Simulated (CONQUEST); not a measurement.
# Cu (Fm-3m) in CONQUEST: reference runs

Aim: a first look at Cu with PBEsol, on the cell as given.

All numbers are computed with CONQUEST 1.3; they aren't measurements. Logs are shortened: lines on timing, memory, paths and dates and some standing lists are left out, and cuts for length are marked.

### Step 1. Starting point

Symmetry: Fm-3m, No. 225, cubic system. The conventional cell has a = 3.615 Å, b = 3.615 Å, c = 3.615 Å, α = 90.00°, β = 90.00°, γ = 90.00°. Cu (site symmetry m-3m) is surrounded by 12 Cu at 2.56 Å.

### Step 2. Single point, PBEsol

Input file Conquest_input:

```
IO.Title Cu
IO.Coordinates coords.dat
IO.FractionalAtomicCoords T
IO.Iprint 2
IO.Iprint_init 1
General.NumberOfSpecies 1
General.PseudopotentialType hamann
AtomMove.TypeOfRun static
AtomMove.FullStress T
Grid.GridCutoff 150
DM.SolutionMethod diagon
Diag.MPMesh T
Diag.GammaCentred T
Diag.MPMeshX 10
Diag.MPMeshY 10
Diag.MPMeshZ 7
Diag.kT 0.00183747
minE.SCTolerance 1e-6
SC.MaxIters 100
IO.AtomChargeOutput T
IO.DumpChargeDensity T
IO.DumpESPot T
%block ChemicalSpeciesLabel
1 63.550 Cu
%endblock
```

Input file coords.dat:

```
    4.8305009387     0.0000000000     0.0000000000
    0.0000000000     4.8305009387     0.0000000000
    0.0000000000     0.0000000000     6.8313599405
2
  0.0000000000   0.0000000000   0.0000000000 1 T T T
  0.5000000000   0.5000000000   0.5000000000 1 T T T
```

Potentials or basis: PseudoDojo NC PBEsol, DZP, grid cutoff 150 Ha.

On the command line:

```console
$ OMP_NUM_THREADS=1 Conquest
```

The program printed:

```text
Simulation cell dimensions:     4.8305 a0 x     4.8305 a0 x     6.8314 a0

      Atomic coordinates (a0)
         Atom         X         Y         Z  Species
            1    0.0000    0.0000    0.0000        1
            2    2.4153    2.4153    3.4157        1

         Monkhorst-Pack mesh:  10 x  10 x   7 gamma-centred
        This calculation includes non-local pseudopotentials,
         with a maximum core radius of      7.03180871

    Job title: Cu
    Job to be run: static calculation

[... 5 lines left out ...]
      Using Fermi-Dirac smearing

    Integration grid size:     32 x   32 x   40

    Integration grid spacing:  0.151 a0 x 0.151 a0 x 0.171 a0

    Number of species:  1
    --------------------------------------------------------
    |   #  mass (au)  Charge (e)  SF Rad (a0)  NSF  Label  |
    --------------------------------------------------------
    |   1     63.550      19.000        7.344   19  Cu     |
    --------------------------------------------------------
          SCF tolerance:                 0.00000100
          SCF iterations:               100

    LibXC version:  6. 2. 2
    Using the GGA functional Perdew, Burke & Ernzerhof SOL
    Using the GGA functional Perdew, Burke & Ernzerhof SOL

           radial cut-off to be used is taken to be max PAO cut-off radius for this species:    7.031809

           greatest ang. mom. for making density from PAOs:  2
    Minimum blocs/proc is      640. Maximum blocs/proc is      640
    set_atom_dens: In set_atomic_density, electrons :      38.000000000000
 matrix_size & matrix_size_padH =           38          38

    Screened ion int: energy:    -327.651341285071 Ha

    new_SC_potl: Starting.  Tolerance:  0.10000E-05

    PulayMixSC: Starting Pulay mixing, A_up =  0.500 A_dn =  0.500
    PulayMixSC: Spin non-polarised calculation.
          Harris-Foulkes Energy            :      -378.975677982432558 Ha
          GroundState Energy (E-(1/2)TS)   :      -378.975865811388530 Ha
          Free Energy (E-TS)               :      -378.976053640344503 Ha
          DFT Total Energy                 :      -378.724591448005867 Ha
          Total number of electrons        :        37.999999999999638
    PulayMixSC: Pulay iteration     1 residual:              0.77526E-02
          Harris-Foulkes Energy            :      -378.910717956804149 Ha
          GroundState Energy (E-(1/2)TS)   :      -378.910822853346758 Ha
          Free Energy (E-TS)               :      -378.910927749889424 Ha
          DFT Total Energy                 :      -378.863813403608447 Ha
          Total number of electrons        :        38.000009088876659
    PulayMixSC: Pulay iteration     2 residual:              0.34430E-02
          Harris-Foulkes Energy            :      -378.892749327140336 Ha
          GroundState Energy (E-(1/2)TS)   :      -378.892907734976291 Ha
          Free Energy (E-TS)               :      -378.893066142812302 Ha
          DFT Total Energy                 :      -378.892428050206831 Ha
          Total number of electrons        :        38.000012215467351
    PulayMixSC: Pulay iteration     3 residual:              0.39104E-03
          Harris-Foulkes Energy            :      -378.892632760601487 Ha
          GroundState Energy (E-(1/2)TS)   :      -378.892791943882116 Ha
          Free Energy (E-TS)               :      -378.892951127162689 Ha
          DFT Total Energy                 :      -378.892535910102993 Ha
          Total number of electrons        :        38.000016939530937
    PulayMixSC: Pulay iteration     4 residual:              0.15053E-03
          Harris-Foulkes Energy            :      -378.892597688225464 Ha
          GroundState Energy (E-(1/2)TS)   :      -378.892756655309654 Ha
          Free Energy (E-TS)               :      -378.892915622393843 Ha
          DFT Total Energy                 :      -378.892597548554761 Ha
          Total number of electrons        :        38.000019482696700
    PulayMixSC: Pulay iteration     5 residual:              0.70604E-05
          Harris-Foulkes Energy            :      -378.892597921104311 Ha
          GroundState Energy (E-(1/2)TS)   :      -378.892756901014423 Ha
          Free Energy (E-TS)               :      -378.892915880924534 Ha
          DFT Total Energy                 :      -378.892597815965132 Ha
          Total number of electrons        :        38.000018709287261
    PulayMixSC: Pulay iteration     6 residual:              0.49098E-05
          Harris-Foulkes Energy            :      -378.892597657552756 Ha
          GroundState Energy (E-(1/2)TS)   :      -378.892756630556789 Ha
          Free Energy (E-TS)               :      -378.892915603560766 Ha
          DFT Total Energy                 :      -378.892597657410420 Ha
          Total number of electrons        :        38.000019476898629
    PulayMixSC: Pulay iteration     7 residual:              0.20111E-06
    PulayMixSC: Reached SCF tolerance of  0.20111E-06 after      7 iterations
      | Number of electrons      =        38.000019
      |* band energy as 2Tr[K.H] =       -56.853589691304698 Ha
      |  screened ion-ion energy =      -327.651341285071226 Ha
      |  Ha correction           =         3.872835709098233 Ha
      |  XC correction           =         1.739502474599131 Ha
      | GS Energy as E-(1/2)TS   =      -378.892756630556789 Ha
      | Free Energy as E-TS      =      -378.892915603560766 Ha
      |* Harris-Foulkes energy   =      -378.892597657552756 Ha
      |* DFT total energy        =      -378.892597657410420 Ha
      |  estimated accuracy      =        -0.000000000142336 Ha

    force: Forces on atoms (Ha/a0)
    force:  Atom   X              Y              Z
    force:     1  -0.0000000000   0.0000000000   0.0000000000
    force:     2   0.0000000000   0.0000000000  -0.0000000000

    force: Maximum force :        0.00000000(Ha/a0) on atom         2 in z direction
    force: Force Residual:        0.00000000 Ha/a0
    force: Total stress:          5.96074680     0.00000000     0.00000000 GPa
                             0.00000000     5.96074680     0.00000000
                             0.00000000     0.00000000     7.61431380
    force: Average pressure:     -6.51193580 GPa

    force: Finished force
    get_E_and_F: Change in energy during last step of electronic optimisation:  0.26355E-06

    BIBLIOGRAPHY: Please consider citing the following references in the conquest.bib file

    CONQUEST:         Bowler2002pt, Miyazaki2004, Nakata2020
    Basis:            Bowler2019
    DM:               Bowler:2006xr
    Pseudopotentials: Hamann2013, Bowler2019
    XC references from LibXC:
```

It took 2.2 min on 1 thread of Intel Xeon Platinum 8375C at 2.90GHz (Ice Lake), shared host; peak memory 0.64 GiB.

The run converged, but a check on its numbers failed (symmetry, net force, bounds or a known fault of this set-up), so they aren't taken as properties of the crystal.

Caveat: the box holds several primitive cells, so bands are folded and the points are those of the box's own zone; the basis of atomic orbitals isn't converged, which shifts pressures, moduli and gaps; the real-space grid breaks the cell's symmetry a little.
